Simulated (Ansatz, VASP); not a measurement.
# WC in VASP and in Ansatz

```xyz
2
Lattice="2.8985 0.0000 0.0000 -1.4492 2.5102 0.0000 0.0000 0.0000 2.8278" Properties=species:S:1:pos:R:3 pbc="T T T"
W     0.0000    0.0000    0.0000
C     1.4492    0.8367    1.4139
```

Alike in both runs: task single point; functional PBEsol; k mesh 24 × 24 × 18; occupations gaussian, width 0.1 eV; no spin polarisation.

|  | VASP | Ansatz |
| --- | --- | --- |
| version | VASP 6.6.1 | Ansatz 0.2.0 |
| potentials or method | VASP PAW PBE potentials, release 64 (W_sv, C) | scalar-relativistic, plane waves, PAW |
| plane-wave cutoff (eV) | 520 | 420 |
| valence electrons in the cell | 18 | 18 |

|  | VASP | Ansatz | Ansatz less VASP |
| --- | --- | --- | --- |
| gap on the k mesh at the Fermi level (eV) | none | none | - |
| pressure (GPa) | 1.3 | 0.0 | -1.29 |
| largest component of the traceless stress (GPa) | 0.05 | 0.18 | +0.134 |

A gap of «none» marks a metal or a gap that the smearing closes. With one functional, cell and mesh, what is left measures potentials, basis and numerics.

Caveats: the PAW data sets were made with another functional, which shifts forces and pressure a little (VASP). The runs have no spin-orbit coupling, so splittings on W are missing.
